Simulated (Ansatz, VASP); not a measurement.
Two plane-wave programs on BN

```
CELL_PARAMETERS angstrom
2.50116 0.00000 0.00000
-1.25058 2.16607 0.00000
0.00000 0.00000 6.24348
ATOMIC_POSITIONS crystal
B 0.33333 0.66667 0.25000
B 0.66667 0.33333 0.75000
N 0.33333 0.66667 0.75000
N 0.66667 0.33333 0.25000
```

Alike in both runs: functional PBE; dispersion D3(BJ); k mesh 12 × 12 × 4; occupations gaussian, width 0.02 eV; no spin polarisation.

Ansatz relaxed the structure, and its values are those at the end. VASP's run is a single point on that final structure, the one shown.

```csv
,VASP,Ansatz
version,VASP 6.6.1,Ansatz 0.2.0
potentials or method,"VASP PAW PBE potentials, release 64 (B, N)","scalar-relativistic, plane waves, PAW"
plane-wave cutoff (eV),520,420
valence electrons in the cell,16,16
```

```csv
,VASP,Ansatz,Ansatz less VASP
gap on the k mesh at the Fermi level (eV),4.15,4.15,+0.007
least direct gap on the mesh (eV),4.49,4.50,+0.007
pressure (GPa),2.4,2.3,-0.08
```

A k mesh can miss the band edges.
